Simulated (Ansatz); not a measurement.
**KBr: a single-point run**

The task is a single-point run on KBr. The structure is shown as the input types it.

Method: DFT, r2SCAN, PAW with Ansatz's default frozen-core files, scalar-relativistic, in Ansatz 0.2.0.

**1. The starting structure**

It takes space group Pm-3m (No. 221, cubic). The conventional cell has a = 3.976 Å, b = 3.976 Å, c = 3.976 Å, α = 90.00°, β = 90.00°, γ = 90.00°. K (site symmetry m-3m) has 8 Br at 3.44 Å in its first shell of neighbours. Br (site symmetry m-3m) is surrounded by 8 K at 3.44 Å.

Structure file:

```
K Br
1.0
     3.97580    0.00000    0.00000
     0.00000    3.97580    0.00000
     0.00000    0.00000    3.97580
K Br
1 1
Direct
  0.00000 0.00000 0.00000
  0.50000 0.50000 0.50000
```

**2. The calculation**

input.yaml reads:

```yaml
crystal:
  lattice:
    - [3.9757950673, 0.0, 0.0]
    - [0.0, 3.9757950673, 0.0]
    - [0.0, 0.0, 3.9757950673]
  atoms:
    - { symbol: K, position: [0.0, 0.0, 0.0], spin: 2.0 }
    - { symbol: Br, position: [0.5, 0.5, 0.5] }
kpoints:
  mp_grid: { grid: [7, 7, 7] }
scf:
  occupations: { method: fermi_dirac, width: 0.02 }
  max_iter: 60
hamiltonian:
  xc: r2scan
  pseudopotentials: { kind: paw }
output:
  forces: true
  stress: true
  eigenvalues: true
  populations: true
```

Command:

```bash
> ansatz run input.yaml --threads 1 --pin off --max-ram 2048MiB --backend cpu --events-out ev --progress --plain --runs-dir out
```

Q: Will this input give a usable result? If not, why, and what should change?

The run ended at the input check. Its message: «inconsistent input (magnetization.spin_polarized): false but per-atom `spin:`, `per_species`, `initial_magnetization`, `magnetic_field`, or `spin_locking` is set»

The atoms carry spins in the input while the run has one spin channel.

The cure: make the spin settings agree.
